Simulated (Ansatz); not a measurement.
# Mo: the cost of one run

Method: DFT PBEsol, scalar-relativistic, plane waves, PAW, in Ansatz 0.2.0.

### 1 Starting point

The structure is tetragonal, space group P4/mmm (No. 123). Conventional cell: a = 3.135 Å, b = 3.135 Å, c = 18.270 Å, α = 90.00°, β = 90.00°, γ = 90.00°. Mo (site symmetry 4mm) has 4 Mo at 2.71 Å in its first shell of neighbours. Around Mo (site symmetry 4mm) lie 8 Mo at 2.71 Å. Mo (site symmetry 4/mmm) has 8 Mo at 2.71 Å in its first shell of neighbours.

As a file:

```cif
data_structure
_symmetry_space_group_name_H-M 'P4/mmm'
_symmetry_Int_Tables_number 123
_cell_length_a 3.1350
_cell_length_b 3.1350
_cell_length_c 18.2700
_cell_angle_alpha 90.000
_cell_angle_beta 90.000
_cell_angle_gamma 90.000
_cell_volume 179.56
loop_
_atom_site_label
_atom_site_type_symbol
_atom_site_symmetry_multiplicity
_atom_site_Wyckoff_symbol
_atom_site_fract_x
_atom_site_fract_y
_atom_site_fract_z
_atom_site_occupancy
Mo1 Mo 2 g 0.00000 0.00000 0.32841 1
Mo2 Mo 2 h 0.50000 0.50000 0.41420 1
Mo3 Mo 1 b 0.00000 0.00000 0.50000 1
```

### 2 Single point: Mo5 slab, no spin

File input.yaml:

```yaml
crystal:
  lattice:
    - [3.135, 0.0, 0.0]
    - [0.0, 3.135, 0.0]
    - [0.0, 0.0, 18.27]
  atoms:
    - { symbol: Mo, position: [0.0, 0.0, 0.328407225] }
    - { symbol: Mo, position: [0.5, 0.5, 0.4142036125] }
    - { symbol: Mo, position: [0.0, 0.0, 0.5] }
    - { symbol: Mo, position: [0.5, 0.5, 0.5857963875] }
    - { symbol: Mo, position: [0.0, 0.0, 0.671592775] }
scf:
  occupations: { method: methfessel_paxton, width: 0.1 }
output:
  forces: true
  stress: false
  eigenvalues: true
  write_density: true
  write_potential: true
  elf: true
  volumetric_format: npy
hamiltonian:
  xc: pbesol
kpoints:
  mp_grid: { grid: [16, 16, 1] }
```

Started as:

```console
$ ansatz run input.yaml --threads 4 --pin off --max-ram 12288MiB --backend cpu --events-out ev --progress --plain --runs-dir out
```

**Question.** How long does this run take on 4 threads of AMD EPYC 9R14 (Zen 4), shared host, and how much memory does it need?

About 4.1 s, with a peak of 0.74 GiB.
